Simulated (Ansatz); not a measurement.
The system is Pd.

```
CELL_PARAMETERS angstrom
2.78367 0.00000 0.00000
-1.39183 2.41072 0.00000
0.00000 0.00000 4.62889
ATOMIC_POSITIONS crystal
Pd 0.33333 0.66667 0.25000
Pd 0.66667 0.33333 0.75000
```

This isn't the form of Pd at room conditions, which is fcc.

| Quantity | Value |
| --- | --- |
| Program | Ansatz 0.2.0 |
| Task | relaxation of cell and atoms |
| Functional | PBEsol |
| Dispersion | D3(BJ)-ATM |
| Potentials or basis | Ansatz PAW |
| Cutoff | 420 eV (not typed: the program's choice for these potentials) |
| k mesh | 11 × 11 × 6 |
| Occupations | fermi-dirac, width 0.05 eV |
| Spin | no spin polarisation |

At the start: volume 15.53 Å³/atom.

Question: Where does the relaxation end?

Answer: It ends after 9 steps and the volume is 14.26 Å³/atom (-8.2 %); space group P6_3/mmc (No. 194, to 0.05 Å).

The path:
```
step  energy change (eV)  largest force (eV/Å)  volume (Å³)
   1              0.0000                0.0000        31.06
   2             -0.0559                0.0000        26.87
   3             -0.1283                0.0000        28.85
   4             -0.1309                0.0000        28.53
   5             -0.1310                0.0000        28.52
   6             -0.1310                0.0000        28.52
   7             -0.1299                0.0000        28.52
   8             -0.1299                0.0000        28.53
   9             -0.1299                0.0000        28.53
```

Final structure:
```
Pd
1.0
     2.70408    0.00000    0.00000
    -1.35204    2.34181    0.00000
     0.00000    0.00000    4.50516
Pd
2
Direct
  0.33333 0.66667 0.25000
  0.66667 0.33333 0.75000
```

Caveat: the plane-wave basis is chosen anew once the cell has moved, so the energies of steps on either side of that aren't comparable; pairwise dispersion overbinds metals, which lowers pressure and volume; the PAW data sets come from PBE, with cores solved anew for the run's functional, which leaves a small shift of forces and pressure.
